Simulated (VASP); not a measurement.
# GaSb (F-43m) in VASP: settings compared, part 3 of 3

VASP 6.6.1.

**6. Relaxation of the atoms, PBE (a relaxed cell with its volume scaled by 0.94)**

File INCAR:

```
ALGO     = Normal         # electronic algorithm
EDIFF    = 1E-7           # SCF threshold, eV
EDIFFG   = -0.01          # ionic threshold
ENCUT    = 300            # plane-wave cutoff, eV
GGA      = PE             # functional
IBRION   = 2              # ionic algorithm
ISIF     = 2              # what is computed and relaxed
ISMEAR   = 0              # smearing method
LASPH    = True           # aspherical terms in the spheres
LCHARG   = False          # write CHGCAR
LREAL    = False          # projectors in reciprocal space
LWAVE    = False          # write WAVECAR
NELM     = 80             # most SCF steps
NSW      = 40             # ionic steps
PREC     = Accurate       # precision mode
SIGMA    = 0.03           # smearing width, eV
```

File KPOINTS:

```
k-points
0
Gamma
  5 5 5
```

File POSCAR:

```
GaSb                                    
1.0
   -0.0000000000      3.0532087026      3.0532087026
    3.0532087026     -0.0000000000      3.0532087026
    3.0532087026      3.0532087026      0.0000000000
  Ga              Sb            
     1     1
Direct
     1.0000000000000000    0.0000000000000000    1.0000000000000000
     0.2500000000000000    0.2500000000000000    0.2500000000000000
```

Potentials or basis: VASP PAW PBE potentials, release 64 (Ga, Sb).

On the command line:

```
$ cat potpaw_PBE.64/Ga/POTCAR potpaw_PBE.64/Sb/POTCAR > POTCAR
$ mpirun -np 1 vasp_std > vasp.out
```

OUTCAR:

```text
EDIFF = 1E-7
   EDIFFG = -0.01
   ENCUT = 300
   GGA = PE
   IBRION = 2
   ISIF = 2
   ISMEAR = 0
   LASPH = True
   LREAL = False
   NELM = 80
   NSW = 40
   PREC = Accurate

 ion  position               nearest neighbor table
   1  0.000  0.000  0.000-   2 2.64   2 2.64   2 2.64   2 2.64
   2  0.250  0.250  0.250-   1 2.64   1 2.64   1 2.64   1 2.64

  LATTYP: Found a face centered cubic cell.
 ALAT       =     6.1064174052

  Lattice vectors:

 A1 = (   0.0000000000,   3.0532087026,   3.0532087026)
 A2 = (   3.0532087026,   0.0000000000,   3.0532087026)
 A3 = (   3.0532087026,   3.0532087026,   0.0000000000)

Analysis of symmetry for initial positions (statically):
=====================================================================
 Subroutine PRICEL returns:
 Original cell was already a primitive cell.

 Routine SETGRP: Setting up the symmetry group for a
 face centered cubic supercell.

 Subroutine GETGRP returns: Found 24 space group operations
 (whereof 24 operations were pure point group operations)
 out of a pool of 48 trial point group operations.

The static configuration has the point symmetry T_d .

[... 155 lines left out ...]
  band No.  band energies     occupation
      1      -7.4936      2.00000
      2       4.0074      1.99850
      3       4.0074      1.99850
      4       4.0074      1.99850
      5       4.1351      0.00449
      6       6.7939      0.00000
      7       6.7939      0.00000
      8       6.7939      0.00000
[... 89 lines left out ...]
 k-point    10 :      -0.4000    0.4000    0.2000
  band No.  band energies     occupation
      1      -5.3580      2.00000
      2      -2.3341      2.00000
      3       0.5934      2.00000
      4       1.4447      2.00000
      5       7.0909      0.00000
      6       7.5744      0.00000
      7       8.2524      0.00000
      8      10.8541      0.00000

------------------------ aborting loop because EDIFF is reached ----------------------------------------

  FORCE on cell =-STRESS in cart. coord.  units (eV):
  Direction    XX          YY          ZZ          XY          YZ          ZX
  --------------------------------------------------------------------------------------
  -------------------------------------------------------------------------------------
  Total        1.0414592      1.0414592      1.0414592     -0.0000000      0.0000000      0.0000000
  in kB       29.3125339     29.3125339     29.3125339     -0.0000000      0.0000000      0.0000000
  external PRESSURE =      29.3125339 kB  Pullay stress =       0.0000000 kB

 VOLUME and BASIS-vectors are now :
 -----------------------------------------------------------------------------
  energy-cutoff  :      300.00
  volume of cell :       56.92
      direct lattice vectors                 reciprocal lattice vectors
     0.000000000  3.053208703  3.053208703    -0.163762143  0.163762143  0.163762143
     3.053208703  0.000000000  3.053208703     0.163762143 -0.163762143  0.163762143
     3.053208703  3.053208703  0.000000000     0.163762143  0.163762143 -0.163762143

 POSITION                                       TOTAL-FORCE (eV/Angst)
 -----------------------------------------------------------------------------------
      0.00000      0.00000      0.00000         0.000000      0.000000     -0.000000
      1.52660      1.52660      1.52660        -0.000000     -0.000000      0.000000
 -----------------------------------------------------------------------------------
    total drift:                                0.000000      0.000000      0.000000

  FREE ENERGIE OF THE ION-ELECTRON SYSTEM (eV)
  ---------------------------------------------------
  free  energy   TOTEN  =        -7.2774461860 eV

  energy  without entropy=       -7.2774411730  energy(sigma->0) =       -7.27744368

 reached required accuracy - stopping structural energy minimisation
```

OSZICAR:

```text
N       E                     dE             d eps       ncg     rms          rms(c)
DAV:   1     0.134836854041E+02    0.13484E+02   -0.24139E+03   160   0.545E+02
DAV:   2    -0.697798227881E+01   -0.20462E+02   -0.20016E+02   224   0.828E+01
DAV:   3    -0.735030426858E+01   -0.37232E+00   -0.37220E+00   216   0.141E+01
DAV:   4    -0.735145903653E+01   -0.11548E-02   -0.11548E-02   208   0.894E-01
DAV:   5    -0.735146350254E+01   -0.44660E-05   -0.44661E-05   248   0.474E-02    0.382E+00
DAV:   6    -0.729869091259E+01    0.52773E-01   -0.41300E-02   176   0.121E+00    0.234E+00
DAV:   7    -0.727613205638E+01    0.22559E-01   -0.61831E-02   192   0.165E+00    0.235E-01
DAV:   8    -0.727704033854E+01   -0.90828E-03   -0.37825E-03   192   0.365E-01    0.937E-02
DAV:   9    -0.727743051100E+01   -0.39017E-03   -0.57994E-04   192   0.162E-01    0.368E-02
DAV:  10    -0.727743127191E+01   -0.76090E-06   -0.20995E-05   240   0.250E-02    0.207E-02
DAV:  11    -0.727744534856E+01   -0.14077E-04   -0.30532E-05   176   0.374E-02    0.373E-03
DAV:  12    -0.727744588760E+01   -0.53904E-06   -0.29499E-07   208   0.333E-03    0.146E-03
DAV:  13    -0.727744621154E+01   -0.32394E-06   -0.23525E-07   184   0.350E-03    0.159E-04
DAV:  14    -0.727744618604E+01    0.25504E-07   -0.26623E-09    96   0.343E-04
   1 F= -.72774462E+01 E0= -.72774437E+01  d E =-.727745E+01
```

CONTCAR:

```text
GaSb
   1.00000000000000
     0.0000000000000000    3.0532087026000001    3.0532087026000001
     3.0532087026000001    0.0000000000000000    3.0532087026000001
     3.0532087026000001    3.0532087026000001    0.0000000000000000
  Ga              Sb
     1     1
Direct
     0.0000000000000000    0.0000000000000000    0.0000000000000000
     0.2500000000000000    0.2500000000000000    0.2500000000000000

  0.00000000E+00  0.00000000E+00  0.00000000E+00
  0.00000000E+00  0.00000000E+00  0.00000000E+00
```

Run time: 2.6 s. Hardware: 1 thread of Intel Xeon 6975P-C (Granite Rapids), shared host; peak memory 0.13 GiB.

What came out:

```yaml
Free_energy: -7.2774 eV
Pressure_after_relaxing: 2.9 GPa
Band_gap_on_the_k_mesh: 0.13 eV, direct
```

Final structure:
```
Ga Sb
1.0
     0.00000    3.05321    3.05321
     3.05321    0.00000    3.05321
     3.05321    3.05321    0.00000
Ga Sb
1 1
Direct
  0.00000 0.00000 0.00000
  0.25000 0.25000 0.25000
```

Levels at points of the mesh, in eV from the valence-band top:
```
           k point  band 2  band 3  band 4  band 5  band 6  band 7
(0.00, 0.00, 0.00)    0.00    0.00    0.00    0.13    2.79    2.79
```

Caveat: the relaxation stopped at its first step, so nothing moved; spin-orbit coupling is left out, which moves the levels of the heavy elements; an odd mesh through Γ misses points on the zone boundary, where band edges often lie.

**7. Overview**

```tsv
task	level	potentials or basis	cell	k mesh	cutoff (eV)	gap on the mesh (eV)	pressure (GPa)
relaxation of cell and atoms	PBE+D3(BJ)	VASP PAW PBE potentials, release 64 (Ga_d, Sb)	relaxed	10 × 10 × 10	600	none	0.0
relaxation of cell and atoms	PBE	VASP PAW PBE potentials, release 64 (Ga, Sb)	relaxed	5 × 5 × 5	300	none	0.0
relaxation of the atoms	PBE	VASP PAW PBE potentials, release 64 (Ga, Sb)	atoms relaxed from: a relaxed cell with its volume scaled by 0.94	5 × 5 × 5	300	0.13	2.9
```

Alike in all rows: no spin polarisation; smearing gaussian 0.03 eV.

Caveats: the relaxation stopped at its first step, so nothing moved (some runs); this crystal is a semiconductor, whose small gap the functional closes, so the metal is an error of the method (some runs); pairwise dispersion overbinds metals, which lowers pressure and volume (some runs); spin-orbit coupling is left out, which moves the levels of the heavy elements (some runs); an odd mesh through Γ misses points on the zone boundary, where band edges often lie (some runs).

Absolute energies hang on the potentials; compare differences alone.
